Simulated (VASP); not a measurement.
Here is a VASP 6.6.1 calculation.

The input INCAR:

```
  ALGO = Normal
  EDIFF = 1E-7
  EDIFFG = -0.005
  ENCUT = 600
  GGA = PE
  IBRION = 2
  ISIF = 3
  ISMEAR = 0
  LASPH = True
  LCHARG = False
  LREAL = False
  LWAVE = False
  NELM = 80
  NSW = 90
  PREC = Accurate
  SIGMA = 0.03
```

The input KPOINTS:

```
k-points
0
Gamma
  8 8 8
```

File POSCAR:

```
CdTe                                    
1.0
   -0.0000000000      3.3111409341      3.3111409341
    3.3111409341     -0.0000000000      3.3111409341
    3.3111409341      3.3111409341      0.0000000000
  Cd              Te            
     1     1
Direct
     0.0000000000000000    0.0000000000000000    0.0000000000000000
     0.2500000000000000    0.2500000000000000    0.2500000000000000
```

Potentials or basis: VASP PAW PBE potentials, release 64 (Cd, Te).

The run is started by

```sh
$ cat potpaw_PBE.64/Cd/POTCAR potpaw_PBE.64/Te/POTCAR > POTCAR
$ mpirun -np 1 vasp_std > vasp.out
```

**Question.** Estimate the band gap on the k mesh.

**Answer.** 0.58 eV, direct.

Final structure:
```xyz
2
Lattice="0.0000 3.3111 3.3111 3.3111 0.0000 3.3111 3.3111 3.3111 0.0000" Properties=species:S:1:pos:R:3 pbc="T T T"
Cd    0.0000    0.0000    0.0000
Te    1.6556    1.6556    1.6556
```

Caveat: the relaxation stopped at its first step, so nothing moved; spin-orbit coupling is left out, which moves the levels of the heavy elements.
